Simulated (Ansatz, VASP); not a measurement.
One calculation of EuS, two programs

The input INCAR:

```
SYSTEM = EuS
ALGO = Normal
EDIFF = 1E-7
ENCUT = 520
GGA = CA
ISIF = 2
ISMEAR = -1
ISPIN = 2
LASPH = .True.
LCHARG = .False.
LMAXMIX = 6
LORBIT = 11
LREAL = .False.
LWAVE = .False.
MAGMOM = 7 0
NBANDS = 22
NELM = 120
PREC = Accurate
SIGMA = 0.05
```

The input KPOINTS:

```
k-points
0
Gamma
  8 8 8
  0 0 0
```

File POSCAR:

```
EuS
1.0
    0.0000000000      2.9785000000      2.9785000000
    2.9785000000      0.0000000000      2.9785000000
    2.9785000000      2.9785000000      0.0000000000
Eu S
1 1
Direct
    0.0000000000      0.0000000000      0.0000000000
    0.5000000000      0.5000000000      0.5000000000
```

File KPOINTS_OPT:

```
path GXWKGLUWLK,UX
15
line-mode
reciprocal
 0.0000000000  0.0000000000  0.0000000000  G
 0.5000000000  0.0000000000  0.5000000000  X

 0.5000000000  0.0000000000  0.5000000000  X
 0.5000000000  0.2500000000  0.7500000000  W

 0.5000000000  0.2500000000  0.7500000000  W
 0.3750000000  0.3750000000  0.7500000000  K

 0.3750000000  0.3750000000  0.7500000000  K
 0.0000000000  0.0000000000  0.0000000000  G

 0.0000000000  0.0000000000  0.0000000000  G
 0.5000000000  0.5000000000  0.5000000000  L

 0.5000000000  0.5000000000  0.5000000000  L
 0.6250000000  0.2500000000  0.6250000000  U

 0.6250000000  0.2500000000  0.6250000000  U
 0.5000000000  0.2500000000  0.7500000000  W

 0.5000000000  0.2500000000  0.7500000000  W
 0.5000000000  0.5000000000  0.5000000000  L

 0.5000000000  0.5000000000  0.5000000000  L
 0.3750000000  0.3750000000  0.7500000000  K

 0.6250000000  0.2500000000  0.6250000000  U
 0.5000000000  0.0000000000  0.5000000000  X
```

input.yaml

```yaml
crystal:
  lattice:
    - [0.0, 2.9785, 2.9785]
    - [2.9785, 0.0, 2.9785]
    - [2.9785, 2.9785, 0.0]
  atoms:
    - { symbol: Eu, position: [0.0, 0.0, 0.0], spin: 7.0 }
    - { symbol: S, position: [0.5, 0.5, 0.5] }
hamiltonian:
  xc: lda
  pseudopotentials: { kind: paw }
magnetization:
  spin_polarized: true
kpoints:
  mp_grid: { grid: [8, 8, 8] }
  band_path:
    path:
      - [[0.0, 0.0, 0.0], [0.5, 0.0, 0.5], [0.5, 0.25, 0.75], [0.375, 0.375, 0.75], [0.0, 0.0, 0.0], [0.5, 0.5, 0.5], [0.625, 0.25, 0.625], [0.5, 0.25, 0.75], [0.5, 0.5, 0.5], [0.375, 0.375, 0.75]]
      - [[0.625, 0.25, 0.625], [0.5, 0.0, 0.5]]
    npoints: 14
scf:
  occupations: { method: fermi_dirac, width: 0.05 }
  n_extra_bands: 6
output:
  forces: true
  stress: true
  eigenvalues: true
  fatbands: false
  write_density: true
  write_potential: true
  elf: true
  volumetric_format: npy
```

Alike in both runs: task band structure; functional LDA; k mesh 8 × 8 × 8; occupations fermi-dirac, width 0.05 eV; collinear spin, ferromagnetic start.

```csv
,VASP,Ansatz
version,VASP 6.6.1,Ansatz 0.2.0
potentials or method,"VASP PAW PBE potentials, release 64 (Eu, S)",Ansatz PAW
plane-wave cutoff (eV),520,420
valence electrons in the cell,23,23
```

|  | VASP | Ansatz | Ansatz less VASP |
| --- | --- | --- | --- |
| gap on the k mesh at the Fermi level (eV) | none | none | - |
| pressure (GPa) | -7.6 | -7.4 | +0.20 |
| net moment per atom (μB) | 3.48 | 3.48 | +0.006 |
| size of the moment on the site where the two differ most (μB) | 6.59 | 6.74 | +0.149 |

Site moments also hang on the region over which each program counts them. A gap of «none» marks a metal or a gap that the smearing closes.

Caveats: spin-orbit coupling is left out, which moves the levels of the heavy elements; a cell with one magnetic atom can't hold antiferromagnetic order, which such compounds often take; without U or exact exchange the open f shell lies at the Fermi level, which spoils levels, moments and volumes; the PAW data sets were made with another functional, which shifts forces and pressure a little (VASP); the PAW data sets come from PBE, with cores solved anew for the run's functional, which leaves a small shift of forces and pressure (Ansatz). The state reached can hang on the start; a lower one may exist.
